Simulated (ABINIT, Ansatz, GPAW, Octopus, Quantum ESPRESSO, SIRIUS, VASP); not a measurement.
**One calculation of FeO, 7 ways**

```
Fe O
1.0
     0.00000    2.15540    2.15540
     2.15540    0.00000    2.15540
     2.15540    2.15540    0.00000
Fe O
1 1
Direct
  0.00000 0.00000 0.00000
  0.50000 0.50000 0.50000
```

Alike in all runs: task single point; functional PBEsol; k mesh 11 × 11 × 11; occupations fermi-dirac, width 0.05 eV; collinear spin, ferromagnetic start; no spin-orbit coupling. The measured crystal is an antiferromagnetic insulator; the state found here is the runs' own. Pressure is positive in compression and, in plane waves, holds the error of the finite cutoff.

```csv
program and potentials,plane-wave cutoff (eV),notes,pressure (GPa),net moment per atom (μB)
"ABINIT, PseudoDojo NC SR PBEsol v0.4.1 standard",1225,11 valence electrons an atom on average,-9.19,2.00
"VASP, PBE PAW files Fe, O, 520 eV",520,potentials made for PBE; 7 valence electrons an atom on average,?,?
"Ansatz, all-electron LAPW, scalar-relativistic",-,-,-8.58,2.00
"Quantum ESPRESSO, GBRV 1.5 PBEsol",762,11 valence electrons an atom on average,-8.44,2.00
"Octopus, pseudodojo_pbesol (PseudoDojo 0.4, PBEsol)",-,11 valence electrons an atom on average,-,2.00
"GPAW, PAW data sets generated for this functional",800,7 valence electrons an atom on average,-7.00,2.00
"SIRIUS, PseudoDojo 0.4.1 PBEsol standard (scalar relativistic)",1228,11 valence electrons an atom on average,-9.19,2.00
```

Q: Estimate from the other rows what the run with VASP, PBE PAW files Fe, O, 520 eV gave.

A: Pressure -8.25 GPa; net moment per atom 2.00 μB. The other rows, which needn't bracket it: pressure -9.19 to -7.00; net moment per atom 2.00.
